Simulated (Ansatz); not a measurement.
HfN:

```xyz
2
Lattice="0.0000 2.2560 2.2560 2.2560 0.0000 2.2560 2.2560 2.2560 0.0000" Properties=species:S:1:pos:R:3 pbc="T T T"
Hf    0.0000    0.0000    0.0000
N     2.2560    2.2560    2.2560
```

Base run:

* Program: Ansatz 0.2.0
* Functional: PBEsol
* Potentials or basis: Ansatz PAW
* Cutoff: 420 eV (not typed: the program's choice for these potentials)
* k mesh: 10 × 10 × 10
* Occupations: fermi-dirac, width 0.05 eV
* Spin: no spin polarisation
* Hubbard terms: Hf d U = 5 eV

Its results: band gap on the k mesh none (metal or under the smearing width); pressure 5.5 GPa.

**Question.** The run is repeated on the same cell with these changes: hubbard terms from Hf d U = 5 eV to Hf d U = 3 eV. What comes out?

**Answer.** Band gap on the k mesh none (metal or under the smearing width); pressure 2.4 GPa.

Caveats: spin-orbit coupling is left out, which moves the levels of the heavy elements; U without spin polarisation on a metal has little footing; the PAW data sets come from PBE, with cores solved anew for the run's functional, which leaves a small shift of forces and pressure.
